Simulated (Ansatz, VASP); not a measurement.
# Cross-check of GaSb between VASP and Ansatz, part 2 of 2

One calculation is typed for both programs; each brings its own data sets and cutoff. How far apart do they land? The cell is taken from a series of VASP runs on this material, whose earlier steps may have relaxed, scaled or displaced it; both programs get it as it stands.

VASP 6.6.1 and Ansatz 0.2.0.

So far. Step 4 (Differences): The walks stopped with 0.05 GPa left in Ansatz and -0.01 GPa in VASP; each walk ends within a tolerance, so the volume difference is uncertain by about these residues over the bulk modulus, most in soft cells.

**5. Ansatz: relaxation of cell and atoms, r2SCAN**

Level of this step: Ansatz beside VASP: Kohn-Sham DFT, plane waves, r2SCAN (Ansatz).

The relaxed volume is the usual yardstick between codes: its relative difference is about their pressure difference at one cell divided by the bulk modulus. The cell compared in this pair holds 57.25 Å³, against 55.49 Å³ for the pair before.

The cell is taken from a series of VASP runs on this material, whose earlier steps may have relaxed, scaled or displaced it; both programs get it as it stands.

Input file input.yaml:

```yaml
crystal:
  lattice:
    - [0.0, 3.059, 3.059]
    - [3.059, 0.0, 3.059]
    - [3.059, 3.059, 0.0]
  atoms:
    - { symbol: Sb, position: [0.75, 0.75, 0.75] }
    - { symbol: Ga, position: [0.0, 0.0, 0.0] }
hamiltonian:
  xc: r2scan
  pseudopotentials: { kind: paw }
kpoints:
  mp_grid: { grid: [12, 12, 12] }
scf:
  occupations: { method: methfessel_paxton, width: 0.15 }
relax:
  f_tol: 0.01
  max_steps: 60
  cell: { stress_tol: 0.05 }
output:
  forces: true
  stress: true
  write_density: true
  write_potential: true
  elf: true
  volumetric_format: npy
```

Command:

```console
$ ansatz run input.yaml --threads 4 --pin off --max-ram 9216MiB --backend cpu --events-out ev --progress --plain --runs-dir out
```

Numbers of over 12 decimals in the logs are rounded to 6 here.

The program printed:

```text
[...]
Crystal: 2 atoms, lattice volume = 57.249 Å³
Basis set: ecut = 500 eV, 1459 PW (Γ), exchange–correlation on 128×128×128 points (64 copies of the dense FFT grid, shifted against one another)
Bands: 18, of which v1, the nominal top of the filled ones, is band 14 counted from 1 (13 counted from 0)
Symmetry: 24 space group operations
[...]
k-point 71: bands = [... 10 lower, -1.8290, 0.5718, 3.9867, 4.2148, 11.4250, 12.0546, 12.2356, 12.5418]
--- Relaxed structure (3 steps of the walk, 3 accepted, 1 SCFs on fresh bases) ---
[...]
cell:  # Å, volume = 57.6588 Å³
    - [0, 3.066281, 3.066281]
    - [3.066281, 0, 3.066281]
    - [3.066281, 3.066281, 0]
  atoms:
    - { symbol: Sb, position: [0.75, 0.75, 0.75] }
    - { symbol: Ga, position: [0, 0, 0] }
[key lines of the parts left out:]
SCF converged after 5 iterations
Free energy (F): -10289.865711 eV
Fermi energy:    7.460978 eV
P = ⅓ Tr σ = -0.0007 GPa (-0.007 kbar)
```

Elapsed: 15 s, on 4 threads of Arm Neoverse V2, shared host; peak memory 0.57 GiB.

**6. VASP: relaxation of cell and atoms, r2SCAN**

The same cell, functional, mesh and smearing now go to VASP, with its own data sets and cutoff.

Input file INCAR:

```
SYSTEM = GaSb
PREC = Accurate
ENCUT = 450
EDIFF = 1E-07
NELM = 100
ISMEAR = 1
SIGMA = 0.15
LREAL = .FALSE.
ALGO = Normal
METAGGA = R2SCAN
LASPH = .TRUE.
NBANDS = 15
LORBIT = 11
LWAVE = .FALSE.
LCHARG = .FALSE.
KPAR = 4
IBRION = 2
NSW = 50
ISIF = 3
EDIFFG = -0.002
```

Input file POSCAR:

```
GaSb
1.0
    0.0000000000      3.0590000000      3.0590000000
    3.0590000000      0.0000000000      3.0590000000
    3.0590000000      3.0590000000      0.0000000000
Sb Ga
1 1
Direct
    0.7500000000      0.7500000000      0.7500000000
    0.0000000000      0.0000000000      0.0000000000
```

Input file KPOINTS:

```
Automatic mesh
0
Gamma
12 12 12
0 0 0
```

PAW data sets: Sb and Ga_d (PBE family, release 64).

Command:

```console
$ mpirun -np 4 vasp_std
```

The program printed:

```text
[banner, memory and clock lines left out]
running    4 mpi-ranks, on    1 nodes
[...]
|                                                                             |
|               ----> ADVICE to this user running VASP <----                  |
|                                                                             |
|     You enforced a specific xc type in the INCAR file but a different       |
|     [... a line on the potential file left out ...]
|     I HOPE YOU KNOW WHAT YOU ARE DOING!                                     |
|                                                                             |

 LDA part: xc-table for (None), standard interpolation
 POSCAR, INCAR and KPOINTS ok, starting setup
[...]
entering main loop
       N       E                     dE             d eps       ncg     rms          rms(c)
DAV:   1     0.492651065860E+02    0.49265E+02   -0.83609E+03  2168   0.139E+03
DAV:   2    -0.332452416852E+02   -0.82510E+02   -0.79532E+02  2531   0.297E+02
DAV:   3    -0.393282863825E+02   -0.60830E+01   -0.60699E+01  2517   0.670E+01
DAV:   4    -0.394333067256E+02   -0.10502E+00   -0.10501E+00  2660   0.101E+01
[...]
DAV:  14    -0.376048246682E+02   -0.23519E-06   -0.51827E-07  2826   0.716E-03    0.422E-04
DAV:  15    -0.376048250214E+02   -0.35326E-06   -0.38710E-08  1563   0.319E-03    0.251E-04
DAV:  16    -0.376048250401E+02   -0.18664E-07   -0.21742E-08  1339   0.266E-03
   1 F= -.37604825E+02 E0= -.37604904E+02  d E =-.376048E+02
[... from here on, the cycles between the ionic steps are left out ...]
   2 F= -.37605226E+02 E0= -.37605306E+02  d E =-.401273E-03
   3 F= -.37605358E+02 E0= -.37605437E+02  d E =-.532586E-03
   4 F= -.37605356E+02 E0= -.37605436E+02  d E =-.531337E-03
[...]
reached required accuracy - stopping structural energy minimisation
```

From OUTCAR (step 6):

```text
  Total        0.0011862      0.0011862      0.0011862      0.0000000      0.0000000      0.0000000
  in kB        0.0329453      0.0329453      0.0329453      0.0000000      0.0000000      0.0000000
  external PRESSURE =       0.0329453 kB  Pullay stress =       0.0000000 kB

 POSITION                                       TOTAL-FORCE (eV/Angst)
 -----------------------------------------------------------------------------------
      4.60018      4.60018      4.60018         0.000000      0.000000      0.000000
      3.06679      3.06679      6.13358        -0.000000     -0.000000     -0.000000
 -----------------------------------------------------------------------------------
    total drift:                                0.000012      0.000012      0.000011

  FREE ENERGIE OF THE ION-ELECTRON SYSTEM (eV)
  ---------------------------------------------------
  free  energy   TOTEN  =       -37.6053563772 eV

  energy  without entropy=      -37.6055945856  energy(sigma->0) =      -37.60543578

[... 2 parts as in an earlier step ...]

[... 2 further parts left out ...]
[key lines of the parts left out:]
E-fermi :   4.6408
```

**7. Side by side**

What differs besides the data sets and the points named for the pairs above, as far as they apply: VASP keeps PBE cores, Ansatz makes them for the functional; the cutoff is 500 eV in Ansatz and 450 eV in VASP. Total energies have different zeros and are not compared.

The two programs side by side:

```tsv
quantity	Ansatz	VASP	difference
volume (Å³)	57.66	57.69	-0.05 %
edge a after relaxation, in the typed setting (Å)	4.336	4.337	-0.02 %
```

The walks stopped with 0.00 GPa left in Ansatz and 0.00 GPa in VASP; each walk ends within a tolerance, so the volume difference is uncertain by about these residues over the bulk modulus, most in soft cells.

**8. Outcome**

| Item | Value |
| --- | --- |
| difference in volume (relaxation of cell and atoms, LDA) | -0.35 % |
| difference in volume (relaxation of cell and atoms, r2SCAN) | -0.050 % |

**Reading.** The difference in volume is -0.35 % (relaxation of cell and atoms, LDA), within the 1.2 % picked in this series as the mark of a large difference, as far as the stopping tolerances let one tell. Such differences can come from data sets, numerical settings and the points named under the comparisons, not from the functional's error against experiment.

[Lines on the potential files, build, host, timing and source positions are cut from VASP's logs without a mark.]

[Logs are printed without paths, hosts, clocks, repeated set-up lines and the standing remarks that a program may print on its own settings, such as how far it seeks lower states.]

[Hosts, paths, dates, database ids (printed as entryN), source tags and the programs' standing remarks are cut or masked in the printed files.]
